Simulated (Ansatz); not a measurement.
The system is Al.

```
CELL_PARAMETERS angstrom
2.81246 0.00000 0.00000
-1.40623 2.43566 0.00000
0.00000 0.00000 4.86685
ATOMIC_POSITIONS crystal
Al 0.33333 0.66667 0.25000
Al 0.66667 0.33333 0.75000
```

This isn't the form of Al at room conditions, which is fcc.

* Program: Ansatz 0.2.0
* Task: single point
* Functional: PBE
* Potentials or basis: all-electron LAPW, scalar-relativistic
* Cutoff: 138 eV (chosen from the basis error)
* Basis error allowed: 0.001 eV/atom
* k mesh: 11 × 11 × 6
* Occupations: fermi-dirac, width 0.05 eV
* Spin: no spin polarisation

On this cell: pressure 0.2 GPa; largest force under 0.003 eV/Å; band gap on the k mesh none (metal or under the smearing width).

The same run follows on a disturbed copy (atoms moved at random, drawn with an rms of 0.05 Å):

```
Al
1.0
     2.81246    0.00000    0.00000
    -1.40623    2.43566    0.00000
     0.00000    0.00000    4.86685
Al
2
Direct
  0.31442 0.64697 0.24540
  0.66979 0.33912 0.75318
```

Question: What changes?

Answer: The energy (extrapolated to zero smearing) moves by +2.1 meV/atom; pressure 0.3 GPa; largest force 0.136 eV/Å; band gap on the k mesh none (metal or under the smearing width).

Forces in eV/Å, atoms in the order of the input:
```
Al   0.024  0.046  0.126
Al  -0.024 -0.046 -0.126
```

Stress tensor (GPa, compression positive):
```
 1.81  0.02  0.03
 0.02  1.72  0.06
 0.03  0.06 -2.77
```
